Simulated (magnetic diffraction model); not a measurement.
# CuNiS2 below its ordering temperature

Space group C2/m (no. 12), a = 6.8050 Å, b = 3.5610 Å, c = 6.8980 Å, β = 119.18°.

```
site  atom       x    y       z
  2a    Cu       0    0       0
  2c    Ni       0    0     1/2
  4i     S  0.9258  1/2  0.7286
```

The compound is invented for this exercise: a known structure type with other elements, its cell scaled to their sizes and not relaxed.

Only Cu and Ni are taken to order (form factors of Cu2+ and Ni2+); orders and moment sizes are assumed, and not adapted to the symmetry. Radiation: neutrons of λ = 4.2 Å, 1.5° to 80°; isotropic B of 0.55 Å² (Cu), 0.41 Å² (Ni) and 0.5 Å² (S). The intensities are simulated: I ∝ L Σ (|F_N|² + |F_M⊥|²) for unpolarised neutrons, with F_M = 2.695 fm/μB × Σ f(s) S exp(2πi Q·r) exp(−B s²) at Q = H ± k (one set where k and −k are equivalent), only the part normal to Q counting and L = 1/(sin²θ cos θ). For a modulated order the moment at position r is S exp(−2πi k·r) + c.c., with S = m/2 for a sine wave of amplitude m and S = m(u + iv)/2 for moments turning in a plane, u and v being orthogonal unit vectors in it; the phase factor of the sum at Q = H + k is then exp(2πi H·r). Form factors are spin-only for 3d ions and dipole or tabulated for f ions, scattering lengths are Sears's of 1992, and absorption is left out. A label names one of the reflections at its angle. The strongest nuclear line in the range is 100, and lines under 0.2 are left out.

Above the ordering temperature:

```
2θ (°)     index      I
 40.81   (0 0 1)  100.0
 76.22  (2 0 -1)    7.2
```

Below it (cell unchanged):

```csv
2θ (°),I
22.67,308.4
40.81,100.0
47.19,16.1
63.83,113.4
64.01,8.3
76.22,7.2
```

**Question.** Find the propagation vector, then choose among these models:
A. moments turning in the plane of [100] and [010], 0.88 μB on Cu and 1.68 μB on Ni; signs + at (0, 0, 0), + at (0, 0, 1/2)
B. a sine wave with moments along [001] (amplitudes given), 0.88 μB on Cu and 1.68 μB on Ni; signs + at (0, 0, 0), + at (0, 0, 1/2)
C. moments turning in the plane of [001] and [100], 0.88 μB on Cu and 1.68 μB on Ni; signs + at (0, 0, 0), + at (0, 0, 1/2)
D. moments turning in the plane of [010] and [001], 0.88 μB on Cu and 1.68 μB on Ni; signs + at (0, 0, 0), + at (0, 0, 1/2)

The new lines index as (0 1/3 0) at 22.67°, (0 1/3 1) at 47.19°, (1 2/3 0) at 63.83° and (1 2/3 -1) at 64.01°, that is as H ± k with k = (0 1/3 0). Satellites come in pairs about each point of the reciprocal lattice.

Magnetic intensity, observed (below minus above) and for each model:

| 2θ (°) | index | observed | A | B | C | D |
| --- | --- | --- | --- | --- | --- | --- |
| 22.67 | (0 1/3 0) | 308.4 | 308.4 | 308.4 | 616.8 | 308.4 |
| 47.19 | (0 1/3 1) | 16.1 | 24.0 | 5.8 | 16.9 | 16.1 |
| 63.83 | (1 2/3 0) | 113.4 | 86.7 | 78.4 | 121.8 | 113.4 |
| 64.01 | (1 2/3 -1) | 8.3 | 8.2 | 5.0 | 11.5 | 8.3 |

Model D matches.

The structure used: k = (0 1/3 0), moments turning in the plane of [010] and [001], 0.88 μB on Cu and 1.68 μB on Ni; signs + at (0, 0, 0), + at (0, 0, 1/2).

[Logs are printed without paths, hosts, clocks, repeated set-up lines and the standing remarks that a program may print on its own settings, such as how far it seeks lower states.]
